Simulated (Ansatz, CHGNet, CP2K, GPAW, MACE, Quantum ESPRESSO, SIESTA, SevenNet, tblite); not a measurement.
# GPAW on random packing of 77TeO2-23ZnO (mol %) (86 atoms): settings against a plane-wave reference, part 2 of 2

Aim: run random packing of 77TeO2-23ZnO (mol %) (86 atoms) in GPAW and see how near its forces come to a plane-wave reference, and at what cost.

Program: GPAW 26.7.0; the method stands at each step. Banners, paths, timers and routine set-up lines are dropped from the logs unmarked, and long logs keep their key lines alone; longer cuts are marked.

So far. Step 3 (PBE, LCAO szp(dzp), h 0.18 Å): Against the first run (23 %), the force difference from the reference is 46 %, at 0.77 times the CPU time, with 795 basis functions against 1174: the smaller basis costs accuracy. Step 4 (PBE, LCAO dzp, h 0.22 Å): Against the first run (23 %), the force difference from the reference is 25 %, at 0.67 times the CPU time: the grid matters here.

### 5. LDA, LCAO dzp, h 0.18 Å

Method: Kohn-Sham DFT, LDA, PAW, atomic orbitals (dzp).

run.py

```python
import numpy as np
from ase.io import read
from gpaw import GPAW, FermiDirac

atoms = read("structure.xyz")
atoms.calc = GPAW(
    mode="lcao",
    basis="dzp",
    h=0.18,
    xc="LDA",
    kpts={"size": (1, 1, 1), "gamma": True},
    occupations=FermiDirac(0.05),
    maxiter=200,
    symmetry={"point_group": False},
    txt="gpaw.txt",
)
energy = atoms.get_potential_energy(force_consistent=True)
forces = atoms.get_forces()
print(f"energy {energy:.6f} eV")
print("forces (eV/A)")
for i, (a, f) in enumerate(zip(atoms, forces)):
    print(f"{i:4d} {a.symbol:2s} {f[0]:10.5f} {f[1]:10.5f} {f[2]:10.5f}")
print(f"Fermi level {atoms.calc.get_fermi_level():.4f} eV")
for k in range(len(atoms.calc.get_ibz_k_points())):
    for s in range(atoms.calc.get_number_of_spins()):
        e = atoms.calc.get_eigenvalues(kpt=k, spin=s)
        n = np.searchsorted(e, atoms.calc.get_fermi_level())
        print(f"k {k} spin {s} levels about the Fermi level:", np.round(e[max(n - 6, 0):n], 4).tolist(), "|", np.round(e[n:n + 6], 4).tolist())
```

structure.xyz

```xyz
86
Lattice="10.89410 0.00000 0.00000 0.00000 10.89410 0.00000 0.00000 0.00000 10.89410" Properties=species:S:1:pos:R:3 pbc="T T T"
[... 86 atom lines left out: the same atoms as in the first run ...]
```

Run with:

```
$ OMP_NUM_THREADS=1 python run.py > output.txt
```

The program printed:

```text
energy -351.462525 eV
forces (eV/A)
   0 Te    1.64802   -2.68968   -1.17554
   1 Te   -2.65324    0.27210    1.36452
   2 Te    0.64388    1.34427   -0.12405
   3 Te    0.62758   -5.09856    1.22680
   4 Te   -5.95892   -0.38002   -5.30894
   5 Te    4.21228    0.36196    1.06394
   6 Te    2.77536   -0.17336   -1.51802
   7 Te   -2.96471   -0.01097   -0.13713
   8 Te    2.72780    2.82059    1.54023
   9 Te   -0.48124   -2.80649    0.75537
  10 Te    1.33159    3.15680    4.77730
  11 Te   -0.12597   -2.93202   -1.78403
  12 Te   -2.48999   -1.21654    0.18535
  13 Te    2.73532    0.54995    2.37645
  14 Te   -2.95571   -1.14054   -2.34727
  15 Te   -7.22609    0.54690    0.54213
  16 Te   -1.77559    0.42381    0.89898
  17 Te    0.47009   -1.17009   -3.00843
  18 Te   -3.55717    1.40303   -4.62180
  19 Te    3.69031    0.55035    2.11584
  20 Te   -1.07978   -0.75866    0.32622
  21 Te    2.55780    2.66901    3.76991
  22 Te   -0.06069   -0.53820   -1.74178
  23 Te    2.27775    1.34008    1.01075
[...]
78 O     1.47969    0.16985   -0.63029
  79 Zn   -0.81733   -0.04938   -2.76610
  80 Zn    0.65841   -1.15177    0.29589
  81 Zn    0.32181    0.64439    1.18624
  82 Zn    1.27112    0.05362   -2.27426
  83 Zn   -2.66604    3.99627   -1.56995
  84 Zn   -1.27503    0.54403    3.08247
  85 Zn   -0.52694    2.24432    0.38600
Fermi level 4.6944 eV
k 0 spin 0 levels about the Fermi level: [4.5761, 4.5993, 4.605, 4.632, 4.6443, 4.6792] | [4.7222, 4.7372, 4.754, 4.7717, 4.784, 4.8264]
```

gpaw.txt:

```text
Input parameters:
  mode=LCAO(),
  basis={'default': 'dzp'},
  h=0.18,
  kpts=MonkhorstPack(size=(1, 1, 1), gamma=True),
  maxiter=200,
  occupations=Occupations(name='fermi-dirac', width=0.05, fixmagmom=False),
  symmetry=Symmetry(point_group=False),
  xc=XC(name='LDA')
Unit cell  # Å
| periodic |         x |         y |         z |   lengths |    angles |
[... lines left out ...]
  Fermi-Dirac:
[... lines left out ...]
convergence criteria:
- Maximum [total energy] change in last 3 cyles: 0.0005 eV / valence electron
[... lines left out ...]
Converged in 38 steps
[... lines left out ...]
  Free energy:    -351.462525
  Extrapolated:   -351.119664
dipole moment: (-41.352457, 137.250379, 12.951762)  # |e|*Ang
Fermi level: 4.694
Eigenvalues  # (at kpt = [0.000, 0.000, 0.000])
| band index |      eig [eV] | occ [0-2] |
|------------|---------------|-----------|
|          0 |       -16.609 |     2.000 |
|        ... |               |           |
|        271 |         4.526 |     1.933 |
|        272 |         4.547 |     1.901 |
[...]
|        286 |         4.864 |     0.065 |
|        ... |               |           |
|        338 |         9.254 |     0.000 |
Gap: 0.043 eV
Transition (v -> c):
  (s=0, k=0, n=278, [0.00, 0.00, 0.00]) -> (s=0, k=0, n=279, [0.00, 0.00, 0.00])
No difference between direct/indirect transitions
Force computation time: 21.912  # s
timing:  # [seconds]
  Total:  343.650  # ━━━━━━━━━━━━━━━━━━━━━━━━━━━━━━━━━━━━━━━━━━━━━━━━━━━━━━━━
  Init:     9.163  # ━╸
  SCF:    312.544  # ━━━━━━━━━━━━━━━━━━━━━━━━━━━━━━━━━━━━━━━━━━━━━━━━━━━
  Forces:  21.912  # ━━━╸
```

Elapsed: 5.8 min, on 1 thread of Arm Neoverse V1, shared host; peak memory 1.6 GiB.

Against the reference:

```
r.m.s. force component                  : 1.609 eV/Å
r.m.s. difference of force components   : 304.9 meV/Å
longest difference of force vectors     : 976.7 meV/Å
force difference over r.m.s. force      : 18.9 %
slope of forces against the reference's : 0.9791
correlation of force components         : 0.9821
```

Against the first run (23 %), the force difference from the reference is 19 %, at 0.87 times the CPU time; another functional landing nearer a PBE reference means that errors partly cancel.

### 6. The ladder

Differences are against the plane-wave reference, forces as r.m.s. over components; share is that over the reference's r.m.s. force, slope the least-squares factor from reference forces to these. Total energies of different programs have different zeros and aren't compared.

```
                                       run  Δ force, r.m.s. (meV/Å)  share (%)  slope  cores  CPU time  memory (GiB)
                                 reference                        -          -      -      4   2.2 min           2.0
              GPAW PBE, LCAO dzp, h 0.18 Å                      374       23.2  0.990      1   6.6 min           1.6
GPAW PBE, LCAO szp(dzp), h 0.18 Å (coarse)                      745       46.2  0.928      1   5.1 min           1.6
     GPAW PBE, LCAO dzp, h 0.22 Å (coarse)                      403       25.0  0.982      1   4.5 min          0.92
              GPAW LDA, LCAO dzp, h 0.18 Å                      305       18.9  0.979      1   5.8 min           1.6
```

Rows marked coarse were listed beforehand as settings not expected to be converged; some can still land near the reference.

CPU time is summed over cores on a shared host, where runs went side by side, so it is rough. Symmetry, cutoffs, thresholds, outputs and thread counts weren't matched or tuned between programs; memory under MPI is the largest rank's times the ranks.

Within one program, basis, potentials and functional, energies share a zero. Each run against its twin at the usual cutoff or grid and solver:

```csv
run,twin,Δ energy (meV/atom),"Δ force, r.m.s. (meV/Å)",CPU time over the twin's
"GPAW PBE, LCAO dzp, h 0.22 Å","LCAO dzp, h 0.18 Å",190,134,0.68
```

### 7. Results

| Item | Value |
| --- | --- |
| nearest in forces | GPAW LDA, LCAO dzp, h 0.18 Å, 19 % |
| its CPU time | 5.8 min |

The PBE run in local orbitals, coarse settings apart, differs by 23 % (GPAW PBE, LCAO dzp, h 0.18 Å); basis, grid and potentials can all enter. Rows with another functional or a dispersion term differ by 19 % (GPAW LDA, LCAO dzp, h 0.18 Å), which mixes the change of model with differences of basis and potentials. Runs with settings chosen to be coarse differ by 25 % (GPAW PBE, LCAO dzp, h 0.22 Å) to 46 % (GPAW PBE, LCAO szp(dzp), h 0.18 Å), their programs' other errors included. None of the electronic-structure runs in the table takes under half the reference's CPU time of 2.2 min; they take 2.0 to 3.0 times as much. The potentials hold different valence shells: 798 electrons in the reference, 558 in GPAW; this bears on time and differences. The reference's stress is far from hydrostatic: its diagonal is 6.5, 6.2, 3.4 GPa, compression counted positive. The reference's pressure of 5.4 GPa belongs to a cell and atoms that aren't relaxed at this level. The electronic-structure runs sample only Γ, in a cell whose shortest periodic width is 11 Å, which is coarse for a cell with partly filled levels. Spin–orbit coupling is left out, which matters for the levels of the heavy elements.

[Also dropped from logs without a mark: logging warnings of Python, and SIESTA's first energy breakdown and zero terms.]

[Logs are printed without paths, hosts, clocks, repeated set-up lines and the standing remarks that a program may print on its own settings, such as how far it seeks lower states.]

[Hosts, paths, dates, database ids (printed as entryN), source tags and the programs' standing remarks are cut or masked in the printed files.]
